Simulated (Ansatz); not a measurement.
**Pd (diamond): energy against volume**

Method: DFT, RPBE, plane waves (420 eV) with PAW, scalar-relativistic in Ansatz. The PAW files were generated under PBE, with cores re-solved for the functional.

The cell is scaled uniformly from the relaxed one, with fractional coordinates and shape fixed. Energies are extrapolated to zero smearing, pressures are those at the given smearing. Magnetic state: spin not included.

A Birch-Murnaghan fit gives V₀ = 25.62 Å³/atom, B₀ = 54 GPa, B₀′ = 5.6.

Problem. What are the energy above the minimum and the pressure at 24.644 Å³/atom?

Solution. 6.9 meV/atom and 2.47 GPa as computed.

Problem. What are the energy above the minimum and the pressure at 26.697 Å³/atom?

Solution. 7.0 meV/atom and -1.91 GPa as computed.

Problem. What are the energy above the minimum and the pressure at 28.751 Å³/atom?

Solution. 50.2 meV/atom and -4.47 GPa as computed.
